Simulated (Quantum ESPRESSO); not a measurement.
The system is ZnS.

```
Zn S
1.0
     0.00000    2.70200    2.70200
     2.70200    0.00000    2.70200
     2.70200    2.70200    0.00000
Zn S
1 1
Direct
  0.75000 0.75000 0.75000
  0.00000 0.00000 0.00000
```

* Program: Quantum ESPRESSO 7.5
* Task: phonons
* Functional: PBE
* Potentials or basis: SSSP 1.3 efficiency PBE
* Cutoff: 748 eV
* Density cutoff: 5987 eV
* k mesh: 4 × 4 × 4, shifted
* Occupations: fermi-dirac, width 0.05 eV
* Spin: no spin polarisation
* Mixing beta: 0.5
* Most SCF iterations: 120
* SCF threshold: 4e-10 Ry

The first run showed a gap, so the response started from a second, tighter run with fixed occupations.

The run gives a transverse optical frequency of 271 cm⁻¹, an electronic dielectric constant of 5.96 and Born charges of ±2.00 e.

Question: What are the longitudinal frequency and the static dielectric constant?

Answer: The longitudinal mode lies at 335 cm⁻¹, 64 cm⁻¹ over the transverse one, and the static constant is 9.14. The two agree with the Lyddane-Sachs-Teller relation: (335/271)² = 1.53 and 9.14/5.96 = 1.53.
